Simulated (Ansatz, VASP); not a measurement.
One calculation of C, two programs

File INCAR:

```
SYSTEM = C
  ALGO = Normal
  EDIFF = 1E-7
  ENCUT = 520
  GGA = CA
  ISIF = 2
  ISMEAR = 0
  LASPH = .TRUE.
  LCHARG = .TRUE.
  LELF = .TRUE.
  LREAL = .FALSE.
  LVHAR = .TRUE.
  LWAVE = .FALSE.
  NBANDS = 31
  NELM = 100
  PREC = Accurate
  SIGMA = 0.05
```

KPOINTS

```
k-points
0
G
  10 10 3
  0 0 0
```

Contents of POSCAR:

```
C
1.0
   -2.4912907516      0.0000000000      0.0000000000
   -1.2456453758     -2.1575210791      0.0000000000
   -0.6228226879     -0.3595868465     10.2538776052
C
10
Direct
   -0.4122592763     -0.4122592763      0.8741556576
    0.6125592763      0.6125592763      0.7252443424
    0.0458021751      0.0458021751      0.1257869493
    0.6544978249      0.6544978249      0.4736130507
    0.0209671684      0.0209671684      0.2747969895
    0.6793328316      0.6793328316      0.3246030105
   -0.0872822884     -0.0872822884      0.9242937306
    0.2875822884      0.2875822884      0.6751062694
    0.3874890656      0.3874890656      0.0756656066
    0.3128109344      0.3128109344      0.5237343934
```

Input for Ansatz:

```yaml
crystal:
  lattice:
    - [-2.4912907516, 0.0, 0.0]
    - [-1.2456453758, -2.1575210791, 0.0]
    - [-0.6228226879, -0.3595868465, 10.2538776052]
  atoms:
    - { symbol: C, position: [-0.4122592763, -0.4122592763, 0.8741556576] }
    - { symbol: C, position: [0.6125592763, 0.6125592763, 0.7252443424] }
    - { symbol: C, position: [0.0458021751, 0.0458021751, 0.1257869493] }
    - { symbol: C, position: [0.6544978249, 0.6544978249, 0.4736130507] }
    - { symbol: C, position: [0.0209671684, 0.0209671684, 0.2747969895] }
    - { symbol: C, position: [0.6793328316, 0.6793328316, 0.3246030105] }
    - { symbol: C, position: [-0.0872822884, -0.0872822884, 0.9242937306] }
    - { symbol: C, position: [0.2875822884, 0.2875822884, 0.6751062694] }
    - { symbol: C, position: [0.3874890656, 0.3874890656, 0.0756656066] }
    - { symbol: C, position: [0.3128109344, 0.3128109344, 0.5237343934] }
basis:
  ecutwfc: 420
kpoints:
  mp_grid: { grid: [10, 10, 3] }
hamiltonian:
  xc: lda
scf:
  occupations: { method: gaussian, width: 0.05 }
output:
  forces: true
  stress: true
  eigenvalues: true
```

Alike in both runs: task single point; functional LDA; k mesh 10 × 10 × 3; occupations gaussian, width 0.05 eV; no spin polarisation.

|  | VASP | Ansatz |
| --- | --- | --- |
| version | VASP 6.6.1 | Ansatz 0.2.0 |
| potentials or method | VASP PAW LDA potentials, release 64 (C) | scalar-relativistic, plane waves, PAW |
| plane-wave cutoff (eV) | 520 | 420 |
| valence electrons in the cell | 40 | 40 |

|  | VASP | Ansatz | Ansatz less VASP |
| --- | --- | --- | --- |
| gap on the k mesh at the Fermi level (eV) | none | none | - |
| pressure (GPa) | 5.6 | 4.1 | -1.57 |
| largest component of the traceless stress (GPa) | 18.66 | 18.78 | +0.129 |
| rms of the force components (eV/Å) | 0.890 | 0.899 | +0.0096 |

Atom by atom the forces differ by 0.011 eV/Å (rms over components). A gap of «none» marks a metal or a gap that the smearing closes.

Caveats: forces of over 1 eV/Å show positions far from the minimum, so gaps and moduli don't describe the material at rest.
